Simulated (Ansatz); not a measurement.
Space group R-3:H (No. 148). a = 10.566 Å, b = 10.566 Å, c = 4.184 Å, α = 90.00°, β = 90.00°, γ = 120.00°
| atom | site | symmetry | x | y | z |
| --- | --- | --- | --- | --- | --- |
| S | 18f | 1 | 0.8191 | 0.5283 | 0.4409 |

Equation of state of this S structure (not necessarily the ground state), with shape and atoms relaxed at each volume where symmetry leaves them free. The calculation used Ansatz, DFT PBE+D3(BJ), scalar-relativistic, plane waves, PAW.

Settings: cutoff 420 eV, Γ-centred mesh 9×9×9 on the computed 6-atom cell, Gaussian smearing of 0.02 eV; no spin polarisation.

```json
{"V (Å³/atom)": "19.776", "E − E(largest V) (meV/atom)": "10.42", "P (GPa)": "2.35", "gap on mesh (eV)": "1.68"}
{"V (Å³/atom)": "20.450", "E − E(largest V) (meV/atom)": "2.31", "P (GPa)": "1.53", "gap on mesh (eV)": "1.72"}
{"V (Å³/atom)": "21.124", "E − E(largest V) (meV/atom)": "-2.74", "P (GPa)": "0.89", "gap on mesh (eV)": "1.77"}
{"V (Å³/atom)": "21.798", "E − E(largest V) (meV/atom)": "-5.39", "P (GPa)": "0.39", "gap on mesh (eV)": "1.82"}
{"V (Å³/atom)": "22.472", "E − E(largest V) (meV/atom)": "-6.15", "P (GPa)": "0.01", "gap on mesh (eV)": "1.88"}
{"V (Å³/atom)": "23.147", "E − E(largest V) (meV/atom)": "-5.47", "P (GPa)": "-0.30", "gap on mesh (eV)": "1.92"}
{"V (Å³/atom)": "23.821", "E − E(largest V) (meV/atom)": "-3.67", "P (GPa)": "-0.53", "gap on mesh (eV)": "1.97"}
{"V (Å³/atom)": "24.720", "E − E(largest V) (meV/atom)": "0.00", "P (GPa)": "-0.76", "gap on mesh (eV)": "2.04"}
```

Fit a third-order Birch–Murnaghan equation to E(V).

V0 = 22.46 Å³/atom, B0 = 12 GPa, B0' = 7.7.

This form isn't the element's structure at ambient conditions.